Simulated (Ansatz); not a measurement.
## Mo: energy change per atom and pressure as volume scale varies

Results calculated with Ansatz 0.2.0, not measured. Plane-wave DFT, scalar-relativistic PAW made under PBE with cores redone for the functional, no dispersion; the given relaxed cell is scaled uniformly, energy at zero smearing counts from the unscaled cell, pressure at the given Fermi-Dirac smearing is positive in compression.

The cell before it is scaled or strained (space group Fd-3m, No. 227):
```
CELL_PARAMETERS angstrom
0.00000 2.85880 2.85880
2.85880 0.00000 2.85880
2.85880 2.85880 0.00000
ATOMIC_POSITIONS crystal
Mo 0.12500 0.12500 0.12500
Mo 0.87500 0.87500 0.87500
```

Settings of every row: spin polarised no; functional revPBE; wave cutoff 420 eV; smearing width 0.1 eV; k mesh 11x11x11.

Atom starting moment: 0 on all atoms.

Limits: the cell comes from a prototype or a list of computed structures and needn't be the stable phase.

```
row  volume scale  V (Å³/atom)  energy change per atom (meV)  pressure (GPa)
  1          0.88       20.561                             ?               ?
  2          0.92       21.495                          51.9           10.02
  3          0.96        22.43                         11.46            4.51
  4          1.04       24.299                          12.2           -3.65
  5          1.08       25.233                         43.79           -6.66
  6          1.12       26.168                         91.24           -9.13
```

Question: what energy change per atom and pressure should row 1 give?

Worked fit of energy change per atom. Take u = (V_r/V)^(2/3) − 1 with V_r = 24.299 Å³ an atom, which is twice the finite (Eulerian) strain; such expansions in the strain, on which the Birch-Murnaghan equation of state is built, carry the rest volume and the bulk modulus. The shown rows have u = 0.08518, 0.05481, 0, -0.02483, -0.0482. Least squares give energy change per atom = 12.21 − 878.897 × u + 15787.77 × u² meV; a straight line predicts inner rows, each left out in turn, worse (root mean square 31 against 0.025 meV). The rows lie off it by 0.00, -0.01, -0.01, 0.02, -0.01. Its lowest point lies at u = 0.0278, or V = 23.32 Å³ an atom, and the curvature there gives the bulk modulus at fixed shape and fractions, B = (4/9)(1 + u)² E″(u)/V = 102 GPa. The withheld row has u = 0.1178, so the fit gives 12.21 − 878.897 × (0.1178) + 15787.77 × (0.1178)² = 127.76 meV.

The calculation gave 128.22 meV. The fit lies 0.46 meV (0.39 % of the column's range) below it; its largest miss of a shown row is 0.02 meV. This row lies beyond the range of the fit.

Worked fit of pressure. Take u = (V_r/V)^(2/3) − 1 with V_r = 24.299 Å³ an atom, which is twice the finite (Eulerian) strain; such expansions in the strain, on which the Birch-Murnaghan equation of state is built, carry the rest volume and the bulk modulus. The shown rows have u = 0.08518, 0.05481, 0, -0.02483, -0.0482. Least squares give pressure = −3.663 + 130.219 × u + 354.83 × u² GPa; a straight line predicts inner rows, each left out in turn, worse (root mean square 0.7 against 0.039 GPa). The rows lie off it by 0.02, -0.03, 0.01, 0.02, -0.01. The pressure vanishes at u = 0.0263, or V = 23.37 Å³ an atom, and there the bulk modulus at fixed shape and fractions is B = −V dP/dV = (2/3)(1 + u) dP/du = 102 GPa. The withheld row has u = 0.1178, so the fit gives −3.663 + 130.219 × (0.1178) + 354.83 × (0.1178)² = 16.60 GPa.

The calculation gave 16.82 GPa. The fit lies 0.22 GPa (1.3 % of the value, 0.85 % of the column's range) below it; its largest miss of a shown row is 0.03 GPa. This row lies beyond the range of the fit.
